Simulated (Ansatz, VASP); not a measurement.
Two plane-wave programs on NiO

The input INCAR:

```
  ALGO = Normal
  EDIFF = 1E-7
  ENCUT = 520
  GGA = PE
  ISIF = 2
  ISMEAR = 0
  LASPH = T
  LCHARG = F
  LMAXMIX = 4
  LNONCOLLINEAR = T
  LORBIT = 11
  LREAL = F
  LWAVE = F
  MAGMOM = -0.854 -0.144 0.366 0 0 0
  NBANDS = 28
  NELM = 150
  PREC = Accurate
  SIGMA = 0.05
```

KPOINTS

```
k-points
0
Gamma
  7 7 7
```

POSCAR

```
NiO
1.0
    0.0000000000      2.2835484600      2.2835484600
    2.2835484600      0.0000000000      2.2835484600
    2.2835484600      2.2835484600      0.0000000000
Ni O
1 1
Direct
    0.0000000000      0.0000000000      0.0000000000
    0.2500000000      0.2500000000      0.2500000000
```

The input input.yaml:

```yaml
crystal:
  lattice:
    - [0.0, 2.28354846, 2.28354846]
    - [2.28354846, 0.0, 2.28354846]
    - [2.28354846, 2.28354846, 0.0]
  atoms:
    - { symbol: Ni, position: [0.0, 0.0, 0.0], spin: 0.94, spin_axis: [-0.854, -0.144, 0.366] }
    - { symbol: O, position: [0.25, 0.25, 0.25] }
hamiltonian:
  xc: pbe
  pseudopotentials: { kind: paw }
magnetization:
  noncollinear: true
  spin_orbit: false
kpoints:
  mp_grid: { grid: [7, 7, 7] }
scf:
  occupations: { method: gaussian, width: 0.05 }
output:
  forces: true
  stress: true
  eigenvalues: true
```

Measurements of this composition are mostly on another form, of space group No. 225.

Alike in both runs: task single point; functional PBE; k mesh 7 × 7 × 7; occupations gaussian, width 0.05 eV; non-collinear spin, random start.

|  | VASP | Ansatz |
| --- | --- | --- |
| version | VASP 6.6.1 | Ansatz 0.2.0 |
| potentials or method | VASP PAW PBE potentials, release 64 (Ni, O) | Ansatz PAW |
| plane-wave cutoff (eV) | 520 | 420 |
| valence electrons in the cell | 16 | 24 |

```csv
,VASP,Ansatz,Ansatz less VASP
gap on the k mesh at the Fermi level (eV),none,none,-
pressure (GPa),-7.1,-7.3,-0.26
net moment per atom (μB),0.99,1.00,+0.003
size of the moment on the site where the two differ most (μB),0.38,0.59,+0.216
```

Site moments also hang on the region over which each program counts them. A gap of «none» marks a metal or a gap that the smearing closes. With one functional, cell and mesh, what is left measures potentials, basis and numerics. The two sets of potentials don't hold the same shells in valence.

Caveats: a cell with one magnetic atom can't hold antiferromagnetic order, which such compounds often take; semilocal functionals often make such compounds metallic where correlation or magnetic order opens a gap, which also shifts bond lengths; the pressure holds a Pulay correction of +0.6 GPa for the finite cutoff (Ansatz). With open d or f shells a metallic result of PBE can be an artefact of self-interaction; +U or a hybrid may open a gap.
